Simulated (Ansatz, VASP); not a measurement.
Two plane-wave programs on TePt

INCAR

```
ALGO = Normal
EDIFF = 1E-7
ENCUT = 520
GGA = PS
ISIF = 2
ISMEAR = 0
ISPIN = 2
LASPH = True
LCHARG = False
LDAU = True
LDAUJ = 0 0
LDAUL = -1 2
LDAUPRINT = 1
LDAUTYPE = 2
LDAUU = 0 6
LMAXMIX = 4
LORBIT = 11
LREAL = False
LWAVE = False
MAGMOM = 0 0 2 2
NBANDS = 28
NELM = 150
PREC = Accurate
SIGMA = 0.05
```

File KPOINTS:

```
k-points
0
Gamma
  5 5 4
```

Contents of POSCAR:

```
TePt
1.0
    4.1109992400      0.0000000000      0.0000000000
   -2.0554996200      3.5602297800      0.0000000000
    0.0000000000      0.0000000000      5.4459992500
Te Pt
2 2
Direct
    0.3333333333      0.6666666667      0.2500000000
    0.6666666667      0.3333333333      0.7500000000
    0.0000000000      0.0000000000      0.0000000000
    0.0000000000      0.0000000000      0.5000000000
```

Input for Ansatz:

```yaml
crystal:
  lattice:
    - [4.11099924, 0.0, 0.0]
    - [-2.05549962, 3.56022978, 0.0]
    - [0.0, 0.0, 5.44599925]
  atoms:
    - { symbol: Te, position: [0.3333333333, 0.6666666667, 0.25] }
    - { symbol: Te, position: [0.6666666667, 0.3333333333, 0.75] }
    - { symbol: Pt, position: [0.0, 0.0, 0.0], spin: 2.0 }
    - { symbol: Pt, position: [0.0, 0.0, 0.5], spin: 2.0 }
basis:
  ecutwfc: 420
  ecutrho_ratio: 4
kpoints:
  mp_grid: { grid: [5, 5, 4] }
hamiltonian:
  xc: pbesol
  hubbard:
    sites: [{ site: 2, l: d, u_eff: 6.0 }, { site: 3, l: d, u_eff: 6.0 }]
scf:
  occupations: { method: gaussian, width: 0.05 }
  lower_state_search: "off"
  max_iter: 150
output:
  forces: true
  stress: true
  eigenvalues: true
  populations: true
  hubbard: { sites: [{ site: 2, l: d }, { site: 3, l: d }] }
magnetization:
  spin_polarized: true
```

Alike in both runs: task single point; functional PBEsol; k mesh 5 × 5 × 4; occupations gaussian, width 0.05 eV; collinear spin; Hubbard terms Pt d U = 6.0 eV.

|  | VASP | Ansatz |
| --- | --- | --- |
| version | VASP 6.6.1 | Ansatz 0.2.0 |
| potentials or method | VASP PAW PBE potentials, release 64 (Te, Pt) | scalar-relativistic, plane waves, PAW |
| plane-wave cutoff (eV) | 520 | 420 |
| valence electrons in the cell | 32 | 68 |

```csv
,VASP,Ansatz,Ansatz less VASP
gap on the k mesh at the Fermi level (eV),none,none,-
pressure (GPa),2.3,11.4,+9.08
largest component of the traceless stress (GPa),0.61,1.65,+1.039
net moment per atom (μB),0.00,0.00,0.000
```

The programs project onto different local orbitals, so the same U acts differently. A gap of «none» marks a metal or a gap that the smearing closes. The two sets of potentials don't hold the same shells in valence. Ansatz warned: «filled_band_counts_differ_across_k_points».

Caveats: the PAW data sets were made with another functional, which shifts forces and pressure a little (VASP); the U is typed as a test and isn't derived for this compound. The runs have no spin-orbit coupling, so splittings on Pt, Te are missing. The state reached can hang on the start; a lower one may exist.
